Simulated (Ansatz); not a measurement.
# Σ5 (310) boundary in fcc Pt with Mg (substitutional): structure and resistance

Aim: the relaxed structure and the specific resistance of the Σ5 (310) boundary in fcc Pt with Mg (substitutional).

Main program and level: Ansatz 0.2.0; Ansatz plane-wave DFT, PBE, PAW files; relaxation of a bicrystal slab with its lowest layers held; PAW set soft_1, in the first sound run; inputs show where later runs differ.

### 1. Set-up

The cell holds 30 atoms: 29 Pt and 1 Mg. Its edges and angles: a = 6.201 Å, b = 3.922 Å, c = 29.603 Å, α = 90.0°, β = 90.0°, γ = 90.0°. It derives from Pt. built on the (3 1 0) plane; 2 overlapping atoms removed and the grains opened by 0 Å. Vacuum lies along c.

### 2. Relaxing the bicrystal

The boundary is built by mirroring the lower grain in the boundary plane and removing any atoms that overlap; then the Mg is put in at the boundary. A thin bicrystal slab is relaxed first, with the lowest layers held and the upper grain free to shift and open.

input.yaml

```yaml
crystal:
  lattice:
    - [6.2009102638, 0.0, 0.0]
    - [0.0, 3.9218, 0.0]
    - [0.0, 0.0, 29.602730792]
  atoms:
    - { symbol: Pt, position: [0.8999999999, 0.5, 0.1689033365] }
    - { symbol: Pt, position: [0.5999999999, 0.0, 0.1898504251] }
    - { symbol: Pt, position: [0.2999999999, 0.5, 0.2107975138] }
    - { symbol: Pt, position: [0.9999999999, 0.0, 0.2317446025] }
    - { symbol: Pt, position: [0.6999999999, 0.5, 0.2526916911] }
    - { symbol: Pt, position: [0.3999999999, 0.0, 0.2736387798] }
    - { symbol: Pt, position: [0.1, 0.5, 0.2945858684] }
    - { symbol: Pt, position: [0.8, 0.0, 0.3155329571] }
    - { symbol: Pt, position: [0.5, 0.5, 0.3364800457] }
    - { symbol: Pt, position: [0.2, 0.0, 0.3574271344] }
    - { symbol: Pt, position: [0.9, 0.5, 0.3783742231] }
    - { symbol: Pt, position: [0.6, 0.0, 0.3993213117] }
    - { symbol: Pt, position: [0.3, 0.5, 0.4202684004] }
    - { symbol: Mg, position: [0.0, 0.0, 0.441215489] }
    - { symbol: Pt, position: [0.6, 0.0, 0.4831096664] }
    - { symbol: Pt, position: [0.9, 0.5, 0.504056755] }
    - { symbol: Pt, position: [0.2, 0.0, 0.5250038437] }
    - { symbol: Pt, position: [0.5, 0.5, 0.5459509323] }
    - { symbol: Pt, position: [0.8, 0.0, 0.566898021] }
    - { symbol: Pt, position: [0.1, 0.5, 0.5878451096] }
    - { symbol: Pt, position: [0.3999999999, 0.0, 0.6087921983] }
    - { symbol: Pt, position: [0.6999999999, 0.5, 0.629739287] }
    - { symbol: Pt, position: [0.9999999999, 0.0, 0.6506863756] }
    - { symbol: Pt, position: [0.2999999999, 0.5, 0.6716334643] }
    - { symbol: Pt, position: [0.5999999999, 0.0, 0.6925805529] }
    - { symbol: Pt, position: [0.8999999999, 0.5, 0.7135276416] }
    - { symbol: Pt, position: [0.1999999999, 0.0, 0.7344747302] }
    - { symbol: Pt, position: [0.4999999999, 0.5, 0.7554218189] }
    - { symbol: Pt, position: [0.7999999999, 0.0, 0.7763689076] }
    - { symbol: Pt, position: [0.0999999999, 0.5, 0.7973159962] }
kpoints:
  mp_grid: { grid: [4, 6, 1] }
hamiltonian:
  xc: pbe
  pseudopotentials: { kind: paw, azcp: { folder: soft_1 } }
scf:
  occupations: { method: fermi_dirac, width: 0.1 }
relax:
  f_tol: 0.03
  max_steps: 80
  constraints: [{ sites: [0, 1, 2, 3, 4] }]
```

Started as:

```bash
> ansatz run input.yaml --threads 4 --pin off --max-ram 15360MiB --backend cpu --events-out ev --progress --plain --runs-dir out
```

Numbers of over 12 decimals in the logs are rounded to 6 here.

The log of the run:

```text
Engine: ansatz 0.2.0, aarch64-unknown-linux-gnu
Pseudopotentials: kind: paw
Pseudopotential: Pt, paw, valence charge 18, recommended cutoff 420 eV (normal), soft_1/Pt.paw.azcp
Pseudopotential: Mg, paw, valence charge 10, recommended cutoff 420 eV (normal), soft_1/Mg.paw.azcp
Functional definition: PBE
  parameter kappa = 0.804
  parameter beta = 0.066725
  exchange = pbe_x(kappa = kappa, mu = beta*pi^2/3)
  correlation = pbe_c(beta = beta)
Crystal: 30 atoms, lattice volume = 719.901 Å³
Basis set: ecut = 420 eV, 14131 PW (Γ), exchange–correlation on 90×54×400 points (8 copies of the dense FFT grid, shifted against one another)
Bands: 320, of which v1, the nominal top of the filled ones, is band 266 counted from 1 (265 counted from 0)
Symmetry: 2 space group operations
Space group: Pm (ITA 6), of the structure as read, at distance tolerance 9.0e-5 Å
k-points: 12 of 24 (time reversal used)
Non-local potential: Pt, projectors of the file, l = 0: 3, l = 1: 2, l = 2: 2, l = 3: 1
Non-local potential: Mg, projectors of the file, l = 0: 3, l = 1: 2, l = 2: 1
PAW form: soft (Blöchl's): semilocal exchange-correlation on the pseudo side does not see the compensation charge
PAW one-centre angular grid: Pt, 590 points (default); XC on 64 Gauss nodes
PAW one-centre angular grid: Mg, 110 points (default); XC on 64 Gauss nodes
Initial density: superposition of atomic densities (neutral atoms: chi_scale 0, normalization atom)
Initial wavefunctions: pseudopotential atomic-orbital guess
Functional: x = pbe(κ = 0.804, μ = 0.219515), c = pbe(β = 0.066725)
SCF iter   1: F=—  HF=-365145.346453 eV  |F-HF|=—  |Δ(HF+E_count)|=         —  Δρ=7.12e-2  dr2=6.05e1  ethr=3.10e-3  ⟨swp⟩=6.0  Hψ=13905  notcnv=0  defer=89
preconditioner: auto → LDOS  [metal: Δε(μ)=0.007 eV  Ē_g=7.567 eV  σ=0.100 eV  W_gap=0.02  n_scr=218 (ndim 8)  ℏωp=23.6 eV  f_vac=0.313  D(μ)=42.72/eV (n_scr^D=404)  β→1.0]
SCF iter   2: F=—  HF=-365143.869886 eV  |F-HF|=—  |Δ(HF+E_count)|=    1.48e0  Δρ=6.03e-2  dr2=2.93e1  ethr=3.10e-3  ⟨swp⟩=3.0  Hψ=9611  notcnv=0  defer=303
SCF iter   3: F=—  HF=-365135.359232 eV  |F-HF|=—  |Δ(HF+E_count)|=    8.51e0  Δρ=1.17e-2  dr2=2.59e0  ethr=3.10e-3  ⟨swp⟩=2.0  Hψ=7275  notcnv=0  defer=349
SCF iter   4: F=—  HF=-365135.081838 eV  |F-HF|=—  |Δ(HF+E_count)|=   2.77e-1  Δρ=3.15e-3  dr2=4.35e-1  ethr=4.87e-4  ⟨swp⟩=2.2  Hψ=6216  notcnv=0  defer=338
SCF iter   5: F=—  HF=-365135.047856 eV  |F-HF|=—  |Δ(HF+E_count)|=   3.40e-2  Δρ=1.59e-3  dr2=4.99e-2  ethr=8.18e-5  ⟨swp⟩=2.0  Hψ=5151  notcnv=0  defer=338
SCF iter   6: F=—  HF=-365135.045068 eV  |F-HF|=—  |Δ(HF+E_count)|=   2.79e-3  Δρ=5.18e-4  dr2=5.04e-3  ethr=9.37e-6  ⟨swp⟩=2.2  Hψ=5225  notcnv=0  defer=338
SCF iter   7: F=—  HF=-365135.044184 eV  |F-HF|=—  |Δ(HF+E_count)|=   8.83e-4  Δρ=2.66e-4  dr2=1.28e-3  ethr=9.48e-7  ⟨swp⟩=2.1  Hψ=5484  notcnv=0  defer=338
SCF iter   8: F=—  HF=-365135.044126 eV  |F-HF|=—  |Δ(HF+E_count)|=   5.84e-5  Δρ=1.08e-4  dr2=2.59e-4  ethr=2.41e-7  ⟨swp⟩=2.2  Hψ=5285  notcnv=0  defer=338
SCF iter   9: F=—  HF=-365135.044108 eV  |F-HF|=—  |Δ(HF+E_count)|=   1.81e-5  Δρ=4.51e-5  dr2=3.70e-5  ethr=4.86e-8  ⟨swp⟩=1.9  Hψ=4781  notcnv=0  defer=338
SCF iter  10: F=-365135.044101 eV  HF=-365135.044107 eV  |F-HF|=5.94e-6  |Δ(HF+E_count)|=   8.58e-7  Δρ=1.86e-5  dr2=6.78e-6  ethr=4.23e-9  ⟨swp⟩=4.0  Hψ=10633  notcnv=0
SCF 1 converged in 10 iterations: F = -365135.044101 eV  dr2 = 6.78e-6
  greatest PAW one-centre occupation: 1.000 electrons in one spin orbital (limit 2), on the Pt atom at site 11 (counted from 0), in its partial waves of l = 0
relax step   1: F+E_penalty+E_count = -365135.04410117 eV  Δ(F+E_penalty+E_count) = +0.000e0 eV  max|allowed force component| = 1.009e0 eV/Å  Δτ_max = 0.0000 Å  (10 SCF iters, dr2 threshold 2.25e-5 eV, accepted)
Initial density: handed on by an earlier stage of this run
Initial wavefunctions: those handed on with the density
iter 1 solved again at ethr=8.36e-4 eV; its pass at ethr=3.10e-3 eV (dr2=4.45e0 eV) is discarded
SCF iter   1: F=—  HF=-365135.733121 eV  |F-HF|=—  |Δ(HF+E_count)|=         —  Δρ=1.26e-2  dr2=4.25e0  ethr=8.36e-4  ⟨swp⟩=1.2  Hψ=12249  notcnv=0  defer=338
preconditioner: auto → LDOS  [metal: Δε(μ)=0.006 eV  Ē_g=7.640 eV  σ=0.100 eV  W_gap=0.02  n_scr=218 (ndim 8)  ℏωp=23.6 eV  f_vac=0.311  D(μ)=47.23/eV (n_scr^D=490)  β→1.0]
SCF iter   2: F=—  HF=-365135.649142 eV  |F-HF|=—  |Δ(HF+E_count)|=   8.40e-2  Δρ=4.48e-3  dr2=2.33e-1  ethr=7.99e-4  ⟨swp⟩=2.0  Hψ=5212  notcnv=0  defer=338
SCF iter   3: F=—  HF=-365135.622212 eV  |F-HF|=—  |Δ(HF+E_count)|=   2.69e-2  Δρ=3.07e-3  dr2=2.28e-1  ethr=4.38e-5  ⟨swp⟩=2.9  Hψ=8133  notcnv=0  defer=338
SCF iter   4: F=—  HF=-365135.585050 eV  |F-HF|=—  |Δ(HF+E_count)|=   3.72e-2  Δρ=9.52e-4  dr2=1.77e-2  ethr=4.29e-5  ⟨swp⟩=2.0  Hψ=5510  notcnv=0  defer=338
SCF iter   5: F=—  HF=-365135.583678 eV  |F-HF|=—  |Δ(HF+E_count)|=   1.37e-3  Δρ=4.08e-4  dr2=4.11e-3  ethr=3.32e-6  ⟨swp⟩=2.1  Hψ=4711  notcnv=0  defer=338
SCF iter   6: F=—  HF=-365135.583391 eV  |F-HF|=—  |Δ(HF+E_count)|=   2.87e-4  Δρ=1.32e-4  dr2=3.30e-4  ethr=7.73e-7  ⟨swp⟩=2.0  Hψ=5087  notcnv=0  defer=338
SCF iter   7: F=—  HF=-365135.583372 eV  |F-HF|=—  |Δ(HF+E_count)|=   1.91e-5  Δρ=5.86e-5  dr2=8.55e-5  ethr=6.20e-8  ⟨swp⟩=2.0  Hψ=5346  notcnv=0  defer=338
SCF iter   8: F=-365135.583355 eV  HF=-365135.583372 eV  |F-HF|=1.66e-5  |Δ(HF+E_count)|=   6.42e-7  Δρ=3.02e-5  dr2=1.85e-5  ethr=1.20e-8  ⟨swp⟩=3.9  Hψ=10272  notcnv=0
SCF 2 converged in 8 iterations: F = -365135.583355 eV  dr2 = 1.85e-5
relax step   2: F+E_penalty+E_count = -365135.58335497 eV  Δ(F+E_penalty+E_count) = -5.393e-1 eV  max|allowed force component| = 7.811e-1 eV/Å  Δτ_max = 0.1952 Å  (8 SCF iters, dr2 threshold 6.36e-5 eV, accepted)
iter 1 solved again at ethr=3.08e-4 eV; its pass at ethr=3.10e-3 eV (dr2=1.64e0 eV) is discarded
SCF iter   1: F=—  HF=-365135.908947 eV  |F-HF|=—  |Δ(HF+E_count)|=         —  Δρ=1.24e-2  dr2=1.44e0  ethr=3.08e-4  ⟨swp⟩=2.1  Hψ=13778  notcnv=0  defer=323
preconditioner: auto → LDOS  [metal: Δε(μ)=0.011 eV  Ē_g=7.592 eV  σ=0.100 eV  W_gap=0.03  n_scr=218 (ndim 8)  ℏωp=23.6 eV  f_vac=0.306  D(μ)=47.15/eV (n_scr^D=482)  β→1.0]
SCF iter   2: F=—  HF=-365135.834449 eV  |F-HF|=—  |Δ(HF+E_count)|=   7.45e-2  Δρ=4.62e-3  dr2=3.36e-1  ethr=2.71e-4  ⟨swp⟩=2.0  Hψ=5762  notcnv=0  defer=323
SCF iter   3: F=—  HF=-365135.770330 eV  |F-HF|=—  |Δ(HF+E_count)|=   6.41e-2  Δρ=2.02e-3  dr2=5.77e-2  ethr=6.31e-5  ⟨swp⟩=2.9  Hψ=6863  notcnv=0  defer=323
SCF iter   4: F=—  HF=-365135.758767 eV  |F-HF|=—  |Δ(HF+E_count)|=   1.16e-2  Δρ=5.71e-4  dr2=6.69e-3  ethr=1.08e-5  ⟨swp⟩=2.8  Hψ=5982  notcnv=0  defer=323
[...]
relax step   6: F+E_penalty+E_count = -365135.91668908 eV  Δ(F+E_penalty+E_count) = -5.828e-2 eV  max|allowed force component| = 1.740e-1 eV/Å  Δτ_max = 0.1955 Å  (7 SCF iters, dr2 threshold 3.92e-5 eV, accepted)
relax step   7: F+E_penalty+E_count = -365135.96929111 eV  Δ(F+E_penalty+E_count) = -5.260e-2 eV  max|allowed force component| = 1.326e-1 eV/Å  Δτ_max = 0.1955 Å  (8 SCF iters, dr2 threshold 1.60e-5 eV, accepted)
relax step   8: F+E_penalty+E_count = -365136.00937180 eV  Δ(F+E_penalty+E_count) = -4.008e-2 eV  max|allowed force component| = 1.091e-1 eV/Å  Δτ_max = 0.1949 Å  (8 SCF iters, dr2 threshold 9.30e-6 eV, accepted)
relax step   9: F+E_penalty+E_count = -365136.03727656 eV  Δ(F+E_penalty+E_count) = -2.790e-2 eV  max|allowed force component| = 5.385e-2 eV/Å  Δτ_max = 0.1944 Å  (8 SCF iters, dr2 threshold 6.91e-6 eV, accepted)
relax step  10: F+E_penalty+E_count = -365136.05279063 eV  Δ(F+E_penalty+E_count) = -1.551e-2 eV  max|allowed force component| = 4.416e-2 eV/Å  Δτ_max = 0.1946 Å  (11 SCF iters, accepted)
relax step  11: F+E_penalty+E_count = -365136.01310266 eV  Δ(F+E_penalty+E_count) = +3.969e-2 eV  max|allowed force component| = 4.857e-1 eV/Å  Δτ_max = 0.1948 Å  (11 SCF iters, rejected (line search))
SCF iter   1: F=—  HF=-365136.131270 eV  |F-HF|=—  |Δ(HF+E_count)|=         —  Δρ=8.99e-3  dr2=5.01e-1  ethr=2.85e-3  ⟨swp⟩=3.4  Hψ=7681  notcnv=0  defer=332
preconditioner: auto → LDOS  [metal: Δε(μ)=0.010 eV  Ē_g=7.594 eV  σ=0.100 eV  W_gap=0.02  n_scr=218 (ndim 8)  ℏωp=23.6 eV  f_vac=0.306  D(μ)=46.03/eV (n_scr^D=466)  β→1.0]
SCF iter   2: F=—  HF=-365136.087126 eV  |F-HF|=—  |Δ(HF+E_count)|=   4.41e-2  Δρ=3.02e-3  dr2=1.05e-1  ethr=9.41e-5  ⟨swp⟩=2.4  Hψ=6717  notcnv=0  defer=332
SCF iter   3: F=—  HF=-365136.060014 eV  |F-HF|=—  |Δ(HF+E_count)|=   2.71e-2  Δρ=9.46e-4  dr2=1.40e-2  ethr=1.97e-5  ⟨swp⟩=3.0  Hψ=7093  notcnv=0  defer=332
SCF iter   4: F=—  HF=-365136.057017 eV  |F-HF|=—  |Δ(HF+E_count)|=   3.00e-3  Δρ=3.14e-4  dr2=1.38e-3  ethr=2.62e-6  ⟨swp⟩=2.8  Hψ=6825  notcnv=0  defer=332
SCF iter   5: F=—  HF=-365136.056804 eV  |F-HF|=—  |Δ(HF+E_count)|=   2.13e-4  Δρ=1.04e-4  dr2=3.16e-4  ethr=2.59e-7  ⟨swp⟩=2.3  Hψ=5673  notcnv=0  defer=332
SCF iter   6: F=—  HF=-365136.056786 eV  |F-HF|=—  |Δ(HF+E_count)|=   1.77e-5  Δρ=5.27e-5  dr2=6.06e-5  ethr=5.94e-8  ⟨swp⟩=1.8  Hψ=4442  notcnv=0  defer=332
SCF iter   7: F=—  HF=-365136.056289 eV  |F-HF|=—  |Δ(HF+E_count)|=   4.98e-4  Δρ=1.95e-5  dr2=9.40e-6  ethr=1.14e-8  ⟨swp⟩=2.0  Hψ=5066  notcnv=0  defer=332
SCF iter   8: F=—  HF=-365136.056288 eV  |F-HF|=—  |Δ(HF+E_count)|=   6.63e-7  Δρ=9.42e-6  dr2=2.73e-6  ethr=1.77e-9  ⟨swp⟩=1.8  Hψ=4155  notcnv=0  defer=332
SCF iter   9: F=—  HF=-365136.056288 eV  |F-HF|=—  |Δ(HF+E_count)|=   3.78e-9  Δρ=3.88e-6  dr2=2.44e-7  ethr=5.13e-10  ⟨swp⟩=2.0  Hψ=4644  notcnv=0  defer=332
SCF iter  10: F=-365136.056288 eV  HF=-365136.056288 eV  |F-HF|=4.06e-8  |Δ(HF+E_count)|=   2.58e-8  Δρ=1.59e-6  dr2=4.71e-8  ethr=1.88e-11  ⟨swp⟩=4.4  Hψ=12216  notcnv=0
SCF 12 converged in 10 iterations: F = -365136.056288 eV  dr2 = 4.71e-8
relax step  12: F+E_penalty+E_count = -365136.05628783 eV  Δ(F+E_penalty+E_count) = -3.497e-3 eV  max|allowed force component| = 2.270e-2 eV/Å  Δτ_max = 0.0941 Å  (10 SCF iters, accepted)
SCF converged after 10 iterations
Free energy (F): -365136.056288 eV
Harris-Foulkes:  -365136.056288 eV  (|F-HF|=4.06e-8)
Internal energy: -365134.570700 eV  (E = F + TS)
E sigma→0 (E₀):  -365135.313494 eV
Entropy (-TS):   -1.485588 eV (-49.520 meV/atom)
Fermi energy:    12.281419 eV
--- Per-component energies (eV) ---
  E_band       = -9617.004831
  E_kinetic    = 17357.544215
  E_local      = -609111.494025  (includes V_loc(G=0)·N_el)
  E_nonlocal   = 6106.211389
  E_hartree    = 296581.015273
  E_xc         = -6747.680777
  E_vxc        = -7881.272707  (∫ρ·V_xc dr)
  E_paw        = -275331.338888  (= ΣΔE_a)
  E_vpaw       = -9250.122369  (= ΣTr[D̂ρ^β])
  E_aug_tail   = 0.032451  (compensation charges beyond the density's cutoff)
  E_ewald      = 206011.139662
  E_smearing   = -1.485588  (= −TS)
  E_closure    = -0.000000  (closes the sum)
  Σ components = -365136.056288   (vs F -365136.056288, Δ=0.00e0)
--- Forces (eV/Å), atoms counted from 1 ---
  atom   1  Pt    -0.32701816     0.00000000     0.94053976
  atom   2  Pt     0.07570939     0.00000000     0.07701540
  atom   3  Pt     0.29794754     0.00000000    -0.41177533
  atom   4  Pt     0.38047822     0.00000000    -0.67237431
  atom   5  Pt    -0.43229479     0.00000000     0.08576082
  atom   6  Pt    -0.00290512     0.00000000    -0.00355892
  atom   7  Pt    -0.00152865     0.00000000    -0.00078266
  atom   8  Pt     0.00487600     0.00000000    -0.00176994
  atom   9  Pt     0.00008307     0.00000000    -0.00380101
  atom  10  Pt    -0.00350611     0.00000000    -0.00264249
  atom  11  Pt     0.00444790     0.00000000     0.00604145
  atom  12  Pt     0.00321077     0.00000000     0.00565455
  atom  13  Pt     0.00039906     0.00000000    -0.00547940
  atom  14  Mg     0.00157188     0.00000000    -0.01170148
  atom  15  Pt     0.00408605     0.00000000     0.02270045
  atom  16  Pt    -0.00377238     0.00000000    -0.00968259
  atom  17  Pt    -0.00066468     0.00000000     0.01452975
  atom  18  Pt     0.00925601     0.00000000    -0.00607235
  atom  19  Pt    -0.01173393     0.00000000    -0.00983057
  atom  20  Pt    -0.00564438     0.00000000    -0.00492422
  atom  21  Pt     0.00280216     0.00000000    -0.00907982
  atom  22  Pt    -0.00045628     0.00000000    -0.00664892
  atom  23  Pt     0.00074740     0.00000000    -0.00150046
  atom  24  Pt    -0.00111291     0.00000000     0.00121870
  atom  25  Pt     0.00272071     0.00000000     0.00060193
  atom  26  Pt     0.00302377     0.00000000     0.00701784
  atom  27  Pt    -0.00467508     0.00000000     0.00548682
  atom  28  Pt     0.00109795     0.00000000     0.00098794
  atom  29  Pt     0.00309916     0.00000000     0.00149068
  atom  30  Pt    -0.00033158     0.00000000    -0.00743245
  max |Σ_I F_I| component: 8.70e-5 eV/Å
--- Relaxed structure (12 steps of the walk, 11 accepted, 0 SCFs on fresh bases) ---
  F+E_penalty+E_count = -365136.05628783 eV   max|allowed force component| = 2.270e-2 eV/Å
  atoms:
    - { symbol: Pt, position: [0.900000, 0.5, 0.168903] }
    - { symbol: Pt, position: [0.5999999999, 0.0, 0.189850] }
    - { symbol: Pt, position: [0.2999999999, 0.5, 0.210798] }
    - { symbol: Pt, position: [1.000000, 0.0, 0.231745] }
    - { symbol: Pt, position: [0.700000, 0.5, 0.252692] }
    - { symbol: Pt, position: [0.391959, 0.0, 0.275152] }
    - { symbol: Pt, position: [0.090915, 0.5, 0.297450] }
    - { symbol: Pt, position: [0.791589, 0.0, 0.317763] }
    - { symbol: Pt, position: [0.494259, 0.5, 0.338840] }
    - { symbol: Pt, position: [0.184120, 0.0, 0.362375] }
    - { symbol: Pt, position: [0.887914, 0.5, 0.385650] }
    - { symbol: Pt, position: [0.597292, 0.0, 0.403939] }
    - { symbol: Pt, position: [0.301084, 0.5, 0.424611] }
    - { symbol: Mg, position: [-0.022243, 0.0, 0.445236] }
    - { symbol: Pt, position: [0.384512, 0.0, 0.484728] }
    - { symbol: Pt, position: [0.702998, 0.5, 0.496464] }
    - { symbol: Pt, position: [-0.018518, 0.0, 0.529956] }
    - { symbol: Pt, position: [0.284423, 0.5, 0.546085] }
    - { symbol: Pt, position: [0.585052, 0.0, 0.567646] }
    - { symbol: Pt, position: [-0.114382, 0.5, 0.591034] }
    - { symbol: Pt, position: [0.192570, 0.0, 0.612996] }
    - { symbol: Pt, position: [0.489596, 0.5, 0.633407] }
    - { symbol: Pt, position: [0.791742, 0.0, 0.655102] }
    - { symbol: Pt, position: [0.090221, 0.5, 0.678501] }
    - { symbol: Pt, position: [0.387276, 0.0, 0.698529] }
    - { symbol: Pt, position: [0.687907, 0.5, 0.717669] }
    - { symbol: Pt, position: [0.010686, 0.0, 0.744397] }
    - { symbol: Pt, position: [0.305603, 0.5, 0.767426] }
    - { symbol: Pt, position: [0.598501, 0.0, 0.781649] }
    - { symbol: Pt, position: [-0.113812, 0.5, 0.799582] }
```

The job ended after 22 min (4 threads of Arm Neoverse V1, shared host; peak memory 4.8 GiB; 85 min of CPU time).

The steps of the relaxation:

| step | energy less that of the first step (eV) | largest force component (eV/Å) |
| --- | --- | --- |
| 1 | 0.0000 | 1.0089 |
| 2 | -0.5393 | 0.7811 |
| 3 | -0.7133 | 0.2319 |
| 4 | -0.7644 | 0.2890 |
| 5 | -0.8143 | 0.2392 |
| 6 | -0.8726 | 0.1740 |
| 7 | -0.9252 | 0.1326 |
| 8 | -0.9653 | 0.1091 |
| 9 | -0.9932 | 0.0539 |
| 10 | -1.0087 | 0.0442 |
| 11 | -0.9690 | 0.4857 |
| 12 | -1.0122 | 0.0227 |

Relaxation step 11 was tried and not accepted.

The run keeps the 2 symmetry operations that it works with, so distortions that break them were not tested.

The atoms that moved most (Å):

| atom | dx | dy | dz | length |
| --- | --- | --- | --- | --- |
| Pt17 | -1.355 | 0.000 | 0.147 | 1.363 |
| Pt15 | -1.336 | 0.000 | 0.048 | 1.337 |
| Pt18 | -1.337 | 0.000 | 0.004 | 1.337 |
| Pt19 | -1.333 | 0.000 | 0.022 | 1.333 |
| Pt20 | -1.329 | 0.000 | 0.094 | 1.333 |
| Pt25 | -1.319 | 0.000 | 0.176 | 1.331 |
| Pt30 | -1.326 | 0.000 | 0.067 | 1.328 |
| Pt26 | -1.315 | 0.000 | 0.123 | 1.321 |

The relaxed structure:

```cif
data_structure
_symmetry_space_group_name_H-M 'P 1'
_symmetry_Int_Tables_number 1
_cell_length_a 6.2009
_cell_length_b 3.9218
_cell_length_c 29.6027
_cell_angle_alpha 90.000
_cell_angle_beta 90.000
_cell_angle_gamma 90.000
_cell_volume 719.90
loop_
_atom_site_label
_atom_site_type_symbol
_atom_site_fract_x
_atom_site_fract_y
_atom_site_fract_z
_atom_site_occupancy
Pt1 Pt 0.90000 0.50000 0.16890 1
Pt2 Pt 0.60000 0.00000 0.18985 1
Pt3 Pt 0.30000 0.50000 0.21080 1
Pt4 Pt 0.00000 0.00000 0.23174 1
Pt5 Pt 0.70000 0.50000 0.25269 1
Pt6 Pt 0.39196 0.00000 0.27515 1
Pt7 Pt 0.09091 0.50000 0.29745 1
Pt8 Pt 0.79159 0.00000 0.31776 1
Pt9 Pt 0.49426 0.50000 0.33884 1
Pt10 Pt 0.18412 0.00000 0.36238 1
Pt11 Pt 0.88791 0.50000 0.38565 1
Pt12 Pt 0.59729 0.00000 0.40394 1
Pt13 Pt 0.30108 0.50000 0.42461 1
Mg14 Mg 0.97776 0.00000 0.44524 1
Pt15 Pt 0.38451 0.00000 0.48473 1
Pt16 Pt 0.70300 0.50000 0.49646 1
Pt17 Pt 0.98148 0.00000 0.52996 1
Pt18 Pt 0.28442 0.50000 0.54608 1
Pt19 Pt 0.58505 0.00000 0.56765 1
Pt20 Pt 0.88562 0.50000 0.59103 1
Pt21 Pt 0.19257 0.00000 0.61300 1
Pt22 Pt 0.48960 0.50000 0.63341 1
Pt23 Pt 0.79174 0.00000 0.65510 1
Pt24 Pt 0.09022 0.50000 0.67850 1
Pt25 Pt 0.38728 0.00000 0.69853 1
Pt26 Pt 0.68791 0.50000 0.71767 1
Pt27 Pt 0.01069 0.00000 0.74440 1
Pt28 Pt 0.30560 0.50000 0.76743 1
Pt29 Pt 0.59850 0.00000 0.78165 1
Pt30 Pt 0.88619 0.50000 0.79958 1
```

This step gave:

* free energy: -365136.0563 eV
* energy at zero smearing: -365135.3135 eV
* Fermi energy: 12.28 eV

The largest force component on a free atom ends at 0.023 eV/Å, under the tolerance of 0.03, after 12 steps.

(Continued in part 2 of 2.)

[Logs are printed without paths, hosts, clocks, repeated set-up lines and the standing remarks that a program may print on its own settings, such as how far it seeks lower states.]

[Hosts, paths, dates, database ids (printed as entryN), source tags and the programs' standing remarks are cut or masked in the printed files.]
